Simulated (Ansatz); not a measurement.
Ag (hcp type), DFT, PBE, all-electron LAPW, scalar-relativistic (Ansatz 0.2.0), on 1 thread of Intel(R) Xeon(R) Platinum 8488C (Sapphire Rapids) (shared host).

Command: `ansatz run input.yaml --threads 1 --pin off --max-ram 2048MiB --backend cpu --events-out ev --progress --plain --runs-dir out`

```yaml
crystal:
  lattice:
    - [2.211045416, 0.0, 0.0]
    - [-1.105522708, 1.9148214991, 0.0]
    - [0.0, 0.0, 3.6269570655]
  atoms:
    - { symbol: Ag, position: [0.3333333333, 0.6666666667, 0.25] }
    - { symbol: Ag, position: [0.6666666667, 0.3333333333, 0.75] }
kpoints:
  mp_grid: { grid: [15, 15, 8] }
  band_path:
    path:
      - [0.0, 0.0, 0.0]
      - [0.5, 0.0, 0.0]
      - [0.3333333333, 0.3333333333, 0.0]
      - [0.0, 0.0, 0.0]
      - [0.0, 0.0, 0.5]
      - [0.5, 0.0, 0.5]
      - [0.3333333333, 0.3333333333, 0.5]
      - [0.0, 0.0, 0.5]
      - [0.5, 0.0, 0.5]
    npoints: 8
scf:
  occupations: { method: fermi_dirac, width: 0.05 }
hamiltonian:
  xc: pbe
  pseudopotentials: { kind: all_electron, lapw: { basis_error: 0.001 } }
output:
  forces: true
  stress: true
  eigenvalues: true
  populations: true
  dos: { projected: true, de: 0.2, e_range: [-14, 8] }
```

Task: How large is the problem that the program sets up?

Result: 135 irreducible k-points, 313 plane waves at Γ, 42 bands.

Task: About how long does it take, and how much memory?

Result: 35 s of wall time for 6 SCF iterations, with a peak of 0.64 GiB. Times on shared machines scatter by tens of per cent.
